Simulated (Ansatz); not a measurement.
## Ni: relaxation of cell and atoms with revPBE+D4

Ni:

```
Ni
1.0
     0.00000    1.73757    1.73757
     1.73757    0.00000    1.73757
     1.73757    1.73757    0.00000
Ni
1
Direct
  0.00000 0.00000 0.00000
```

```json
{
 "Program": "Ansatz 0.2.0",
 "Task": "relaxation of cell and atoms",
 "Functional": "revPBE",
 "Dispersion": "D4",
 "Potentials or basis": "all-electron LAPW, scalar-relativistic",
 "Basis error allowed": "0.001 eV/atom",
 "k mesh": "13 × 13 × 13",
 "Occupations": "fermi-dirac, width 0.05 eV",
 "Spin": "collinear spin, ferromagnetic start",
 "Starting moments": "[1.0] μB"
}
```

The relaxed volume is 10.50 Å³/atom. The relaxed cell is a = 2.458 Å, b = 2.458 Å, c = 2.458 Å, α = 60.00°, β = 60.00°, γ = 60.00° and the space group after relaxing (to 0.05 Å) is Fm-3m (No. 225). The energy gained by relaxing is 0.0 meV/atom. The ionic steps are 4 and the pressure after relaxing is 0.0 GPa. The net moment is 0.63 μB per cell. The absolute moment is 0.72 μB per cell and the site moments are Ni +0.66 μB.

Final structure:
```cif
data_structure
_symmetry_space_group_name_H-M 'P 1'
_symmetry_Int_Tables_number 1
_cell_length_a 2.4579
_cell_length_b 2.4579
_cell_length_c 2.4579
_cell_angle_alpha 60.000
_cell_angle_beta 60.000
_cell_angle_gamma 60.000
_cell_volume 10.50
loop_
_atom_site_label
_atom_site_type_symbol
_atom_site_fract_x
_atom_site_fract_y
_atom_site_fract_z
_atom_site_occupancy
Ni1 Ni 0.00000 0.00000 0.00000 1
```

Wall time 27 s on 2 threads of Intel(R) Xeon(R) Platinum 8488C (Sapphire Rapids), with other jobs on the host, peak memory 0.4 GiB.
